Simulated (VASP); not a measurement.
# NaF (Fmmm) in VASP: a series of runs

One crystal, NaF, is run at these levels: r2SCAN; tasks: single point.

Everything below comes from runs of VASP 6.6.1. Logs are shortened: lines on timing, memory, paths and dates and some standing lists are left out, and cuts for length are marked.

**1. The cell of the first run**

Symmetry: Fmmm, No. 69, orthorhombic system. The conventional cell has a = 4.298 Å, b = 4.647 Å, c = 4.995 Å, α = 90.00°, β = 90.00°, γ = 90.00°. Na (site symmetry mmm) has 4 F at 2.15 to 2.32 Å as nearest neighbours. F (site symmetry mmm) is surrounded by 4 Na at 2.15 to 2.32 Å.

**2. Single point, r2SCAN (strain -0.0750 x Voigt [1, -1, 0, 0, 0, 0], atoms carried along)**

Contents of POSCAR:

```
NaF
1.0
    0.0000000000      2.4975475000      2.3233000000
    2.1490525000      0.0000000000      2.3233000000
    2.1490525000      2.4975475000      0.0000000000
Na F
1 1
Direct
    0.0000000000      0.0000000000      0.0000000000
    0.5000000000      0.5000000000      0.5000000000
```

Contents of INCAR.step1:

```
ALGO = Normal
EDIFF = 1E-4
ENCUT = 520
GGA = PE
ISMEAR = 0
LASPH = T
LCHARG = F
LREAL = F
LWAVE = T
NBANDS = 14
NELM = 100
PREC = Accurate
SIGMA = 0.05
```

Contents of INCAR.step2:

```
ALGO = Normal
EDIFF = 1E-6
ENCUT = 520
ISIF = 2
ISMEAR = 0
ISTART = 1
LASPH = T
LCHARG = F
LMIXTAU = T
LREAL = F
LWAVE = F
METAGGA = R2SCAN
NBANDS = 14
NELM = 100
PREC = Accurate
SIGMA = 0.05
```

Contents of KPOINTS:

```
k-points
0
Gamma
  8 8 8
```

Potentials or basis: VASP PAW PBE potentials, release 64 (Na_pv, F).

Command:

```sh
> cat potpaw_PBE.64/Na_pv/POTCAR potpaw_PBE.64/F/POTCAR > POTCAR
> cp INCAR.step1 INCAR
> mpirun -np 1 vasp_std > vasp.out
> cp INCAR.step2 INCAR
> mpirun -np 1 vasp_std > vasp.out
```

OUTCAR:

```text
EDIFF = 1E-6
   ENCUT = 520
   ISIF = 2
   ISMEAR = 0
   ISTART = 1
   LASPH = T
   LREAL = F
   METAGGA = R2SCAN
   NELM = 100
   PREC = Accurate

 ion  position               nearest neighbor table
   1  0.000  0.000  0.000-   2 2.15   2 2.15   2 2.32   2 2.32
   2  0.500  0.500  0.500-   1 2.15   1 2.15   1 2.32   1 2.32

  LATTYP: Found a face centered orthorhombic cell.
 ALAT       =     4.2981050000
 B/A-ratio  =     1.0810810811
 C/A-ratio  =     1.1621621622

  Lattice vectors:

 A1 = (   0.0000000000,   2.4975475000,  -2.3233000000)
 A2 = (   2.1490525000,   2.4975475000,   0.0000000000)
 A3 = (   2.1490525000,   0.0000000000,  -2.3233000000)

Analysis of symmetry for initial positions (statically):
=====================================================================
 Subroutine PRICEL returns:
 Original cell was already a primitive cell.

 Routine SETGRP: Setting up the symmetry group for a
 face centered orthorhombic supercell.

 Subroutine GETGRP returns: Found  8 space group operations
 (whereof  8 operations were pure point group operations)
 out of a pool of  8 trial point group operations.

The static configuration has the point symmetry D_2h.

Analysis of symmetry for dynamics (positions and initial velocities):
=====================================================================
 Subroutine PRICEL returns:
 Original cell was already a primitive cell.

 Routine SETGRP: Setting up the symmetry group for a
 face centered orthorhombic supercell.

 Subroutine GETGRP returns: Found  8 space group operations
 (whereof  8 operations were pure point group operations)
 out of a pool of  8 trial point group operations.

The dynamic configuration has the point symmetry D_2h.

 Subroutine INISYM returns: Found  8 space group operations
 (whereof  8 operations are pure point group operations),
 and found     1 'primitive' translations

----------------------------------------------------------------------------------------

                                     Primitive cell

  volume of cell :      24.9400

  direct lattice vectors                    reciprocal lattice vectors
     0.000000000  2.497547500  2.323300000    -0.232660673  0.200196393  0.215211122
     2.149052500  0.000000000  2.323300000     0.232660673 -0.200196393  0.215211122
     2.149052500  2.497547500  0.000000000     0.232660673  0.200196393 -0.215211122

[... 93 lines left out ...]
   PSTRESS=    0.0 pullay stress
   NELECT =      14.0000    total number of electrons
   NUPDOWN=      -1.0000    fix difference up-down
   EMIN   =  10.00;   EMAX   =-10.00  energy-range for DOS
   EFERMI =   0.00;   METHOD = LEGACY
   ISMEAR =     0;   SIGMA  =   0.05  broadening in eV -4-tet -1-fermi 0-gaus
   EFERMI_NEDOS =   21; number of points for ismear=-14 and -15
   IALGO  =     38    algorithm
   IMIX   =      4    mixing-type and parameters
     AMIX     =   0.40;   BMIX     =  1.00
     AMIX_MAG =   1.60;   BMIX_MAG =  1.00
  volume/ion in A,a.u.               =      12.47        84.15
  Fermi-wavevector in a.u.,A,eV,Ry     =   1.350472  2.552021 24.813949  1.823774
  Thomas-Fermi vector in A             =   2.477973
   LORBIT       =      0    0 simple, 1 ext, 2 COOP (PROOUT), +10 PAW based schemes
   METAGGA = R2SCAN    functional components
   LHFCALC =     F    Hartree Fock is set to
   AEXX    =    0.0000 exact exchange contribution
   IVDW    =     0    specifies the selected vdW correction
   LEPSILON=     F    determine dielectric tensor
   LRPA    =     F    only Hartree local field effects (RPA)
 non-spin polarized calculation
 Gauss-broadening in eV      SIGMA  =   0.05
  energy-cutoff  :      520.00
  volume of cell :       24.94
 maximum number of plane-waves:       684
 NGX is ok and might be reduce to    28
   NGX = 13   NGY = 11   NGZ = 13

 number of electron      14.0000001 magnetization

 Free energy of the ion-electron system (eV)
  ---------------------------------------------------
  ext. energy  EPLUGINS =         0.00000000
  ---------------------------------------------------
  free energy    TOTEN  =       -12.52105345 eV

  energy without entropy =      -12.52105345  energy(sigma->0) =      -12.52105345

 E-fermi :  -2.4904     XC(G=0):  -9.7357

 val. band max:       -2.7338926189   @ k =   0.0000   0.0000   0.0000
 cond. band min:       4.3628803058   @ k =   0.0000   0.0000   0.0000
 fundamental gap:      7.0967729247
 Fermi energy:        -2.4903822631

 k-point     1 :       0.0000    0.0000    0.0000
  band No.  band energies     occupation
      1     -23.0523      2.00000
      2     -22.2105      2.00000
      3     -22.1783      2.00000
      4     -22.1680      2.00000
      5      -2.7570      2.00000
      6      -2.7342      2.00000
      7      -2.7339      2.00000
      8       4.3629      0.00000
      9      16.6731      0.00000
     10      17.2005      0.00000
     11      17.6998      0.00000
     12      19.8542      0.00000
     13      20.5326      0.00000
     14      24.0498      0.00000
[... 377 lines left out ...]
      1     -23.3220      2.00000
      2     -22.2342      2.00000
      3     -22.1850      2.00000
      4     -21.7938      2.00000
      5      -3.8792      2.00000
      6      -3.0702      2.00000
      7      -2.9269      2.00000
      8       7.4977      0.00000
      9      12.3784      0.00000
     10      16.7020      0.00000
     11      18.8440      0.00000
     12      19.0852      0.00000
     13      23.0649      0.00000
     14      24.1838      0.00000

 [... further k-points ...]

------------------------ aborting loop because EDIFF is reached ----------------------------------------

  FORCE on cell =-STRESS in cart. coord.  units (eV):
  Direction    XX          YY          ZZ          XY          YZ          ZX
  --------------------------------------------------------------------------------------
  -------------------------------------------------------------------------------------
  Total        1.3123214     -0.8654691     -0.2839512      0.0000000      0.0000000      0.0000000
  in kB       84.3052674    -55.5988829    -18.2414026      0.0000000      0.0000000      0.0000000
  external PRESSURE =       3.4883273 kB  Pullay stress =       0.0000000 kB

 VOLUME and BASIS-vectors are now :
 -----------------------------------------------------------------------------
  energy-cutoff  :      520.00
  volume of cell :       24.94
      direct lattice vectors                 reciprocal lattice vectors
     0.000000000  2.497547500  2.323300000    -0.232660673  0.200196393  0.215211122
     2.149052500  0.000000000  2.323300000     0.232660673 -0.200196393  0.215211122
     2.149052500  2.497547500  0.000000000     0.232660673  0.200196393 -0.215211122

 POSITION                                       TOTAL-FORCE (eV/Angst)
 -----------------------------------------------------------------------------------
      0.00000      0.00000      0.00000        -0.000000      0.000000      0.000000
      2.14905      2.49755      2.32330         0.000000     -0.000000      0.000000
 -----------------------------------------------------------------------------------
    total drift:                                0.000000      0.000000      0.000000

  FREE ENERGIE OF THE ION-ELECTRON SYSTEM (eV)
  ---------------------------------------------------
  free  energy   TOTEN  =       -12.5210534470 eV

  energy  without entropy=      -12.5210534470  energy(sigma->0) =      -12.52105345
```

OUTCAR.step1:

```text
EDIFF = 1E-4
   ENCUT = 520
   GGA = PE
   ISMEAR = 0
   LASPH = T
[... 632 lines left out ...]
 -----------------------------------------------------------------------------------
      0.00000      0.00000      0.00000        -0.000000      0.000000     -0.000000
      2.14905      2.49755      2.32330         0.000000     -0.000000      0.000000
 -----------------------------------------------------------------------------------
    total drift:                                0.000000      0.000000      0.000000

  FREE ENERGIE OF THE ION-ELECTRON SYSTEM (eV)
  ---------------------------------------------------
  free  energy   TOTEN  =        -8.4804763716 eV

  energy  without entropy=       -8.4804763716  energy(sigma->0) =       -8.48047637
```

Run time: 3.5 min. Hardware: 1 thread of Intel Xeon Platinum 8175M at 2.50GHz (Skylake/Cascade Lake), shared host; peak memory 0.16 GiB.

What came out:

* Free energy: -12.5211 eV
* Pressure: 0.3 GPa
* Band gap on the k mesh: 7.10 eV, direct

Caveat: the PAW data sets were made with another functional, which shifts forces and pressure a little.

**3. Single point, r2SCAN (strain +0.1125 x Voigt [1, -1, 0, 0, 0, 0], atoms carried along)**

Contents of POSCAR:

```
NaF
1.0
    0.0000000000      2.0619287500      2.3233000000
    2.5846712500      0.0000000000      2.3233000000
    2.5846712500      2.0619287500      0.0000000000
Na F
1 1
Direct
    0.0000000000      0.0000000000      0.0000000000
    0.5000000000      0.5000000000      0.5000000000
```

Contents of INCAR.step1:

```
SYSTEM = NaF
PREC = Accurate ; ENCUT = 520
ISMEAR = 0 ; SIGMA = 0.05
LREAL = .False. ; LASPH = .True.
NELM = 80 ; NBANDS = 14
GGA = PE ; ALGO = Normal
EDIFF = 1E-4 ; LWAVE = .True.
LCHARG = .False.
```

Contents of INCAR.step2:

```
SYSTEM = NaF
PREC = Accurate ; ENCUT = 520
EDIFF = 1E-6 ; ISMEAR = 0
SIGMA = 0.05 ; LREAL = .False.
LASPH = .True. ; NELM = 80
ALGO = Normal ; ISIF = 2
LWAVE = .False. ; LCHARG = .False.
METAGGA = R2SCAN ; LMIXTAU = .True.
NBANDS = 14 ; ISTART = 1
```

Contents of KPOINTS:

```
regular mesh
0
Gamma
  8 8 8
  0 0 0
```

Potentials or basis: VASP PAW PBE potentials, release 64 (Na_pv, F).

Command:

```sh
> cat potpaw_PBE.64/Na_pv/POTCAR potpaw_PBE.64/F/POTCAR > POTCAR
> cp INCAR.step1 INCAR
> mpirun -np 1 vasp_std > vasp.out
> cp INCAR.step2 INCAR
> mpirun -np 1 vasp_std > vasp.out
```

Run time: 2.9 min. Hardware: 1 thread of Intel Xeon Platinum 8175M at 2.50GHz (Skylake/Cascade Lake), shared host; peak memory 0.16 GiB.

Results (log left out):

| Quantity | Value |
| --- | --- |
| Free energy | -12.4057 eV |
| Pressure | 3.8 GPa |
| Band gap on the k mesh | 7.04 eV, direct |

Stress tensor (GPa, compression positive):
```
-6.02  0.00  0.00
 0.00 18.78  0.00
 0.00  0.00 -1.29
```

Levels at points of the mesh, in eV from the valence-band top:
| k point | band 5 | band 6 | band 7 | band 8 | band 9 | band 10 |
| --- | --- | --- | --- | --- | --- | --- |
| (0.00, 0.00, 0.00) | -0.08 | -0.02 | 0.00 | 7.04 | 19.38 | 20.19 |
| (0.50, 0.00, 0.00) | -1.60 | -0.42 | -0.26 | 11.57 | 13.29 | 19.94 |
| (0.50, 0.50, 0.00) | -1.34 | -0.50 | -0.27 | 13.97 | 14.38 | 14.64 |
| (0.50, 0.00, 0.50) | -1.01 | -0.73 | -0.53 | 12.90 | 15.51 | 15.71 |
| (0.00, 0.50, 0.50) | -1.44 | -0.27 | -0.21 | 12.59 | 14.59 | 15.22 |

Caveat: the PAW data sets were made with another functional, which shifts forces and pressure a little.

**4. Single point, r2SCAN (strain +0.1312 x Voigt [1, -1, 0, 0, 0, 0], atoms carried along)**

Contents of POSCAR:

```
NaF
1.0
    0.0000000000      2.0184830400      2.3233000000
    2.6281169600      0.0000000000      2.3233000000
    2.6281169600      2.0184830400      0.0000000000
Na F
1 1
Direct
    0.0000000000      0.0000000000      0.0000000000
    0.5000000000      0.5000000000      0.5000000000
```

Contents of INCAR.step1:

```
SYSTEM = NaF
PREC = Accurate
ENCUT = 520
ISMEAR = 0
SIGMA = 0.05
LREAL = .False.
LASPH = .True.
NELM = 100
NBANDS = 14
GGA = PE
ALGO = Normal
EDIFF = 1E-4
LWAVE = .True.
LCHARG = .False.
```

Contents of INCAR.step2:

```
SYSTEM = NaF
PREC = Accurate
ENCUT = 520
EDIFF = 1E-7
ISMEAR = 0
SIGMA = 0.05
LREAL = .False.
LASPH = .True.
NELM = 100
ALGO = Normal
ISIF = 2
LWAVE = .False.
LCHARG = .False.
METAGGA = R2SCAN
LMIXTAU = .True.
NBANDS = 14
ISTART = 1
```

Contents of KPOINTS:

```
Automatic mesh
0
Gamma
  8 8 8
  0 0 0
```

Command:

```sh
> cat potpaw_PBE.64/Na_pv/POTCAR potpaw_PBE.64/F/POTCAR > POTCAR
> cp INCAR.step1 INCAR
> mpirun -np 1 vasp_std > vasp.out
> cp INCAR.step2 INCAR
> mpirun -np 1 vasp_std > vasp.out
```

It took 3.9 min on 1 thread of Intel Xeon Platinum 8175M at 2.50GHz (Skylake/Cascade Lake), shared host; peak memory 0.16 GiB.

It converged, with:

| Item | Value |
| --- | --- |
| Free energy | -12.3179 eV |
| Pressure | 6.4 GPa |
| Band gap on the k mesh | 6.99 eV, direct |

Stress tensor (GPa, compression positive):
```
-5.88  0.00  0.00
 0.00 25.96  0.00
 0.00  0.00 -0.96
```

Levels at points of the mesh, in eV from the valence-band top:
```
           k point  band 5  band 6  band 7  band 8  band 9  band 10
(0.00, 0.00, 0.00)   -0.12   -0.04    0.00    6.99   19.39    20.34
(0.50, 0.00, 0.00)   -1.64   -0.47   -0.29   11.55   13.25    19.78
(0.50, 0.50, 0.00)   -1.39   -0.51   -0.28   13.94   14.54    14.58
(0.50, 0.00, 0.50)   -0.97   -0.81   -0.57   12.74   15.71    16.02
(0.00, 0.50, 0.50)   -1.49   -0.24   -0.20   12.37   14.57    15.48
```

Caveat: the PAW data sets were made with another functional, which shifts forces and pressure a little.

**5. The runs side by side**

```csv
cell,gap on the mesh (eV),pressure (GPa)
"strain -0.0750 x Voigt [1, -1, 0, 0, 0, 0], atoms carried along",7.10,0.3
"strain +0.1125 x Voigt [1, -1, 0, 0, 0, 0], atoms carried along",7.04,3.8
"strain +0.1312 x Voigt [1, -1, 0, 0, 0, 0], atoms carried along",6.99,6.4
```

Alike in all rows: task single point; level r2SCAN; potentials or basis VASP PAW PBE potentials, release 64 (Na_pv, F); no spin polarisation; k mesh 8 × 8 × 8; cutoff (eV) 520; smearing gaussian 0.05 eV.

Caveats: the PAW data sets were made with another functional, which shifts forces and pressure a little.

Total energies depend on the potentials used, so only differences within one code and one set of settings carry meaning.
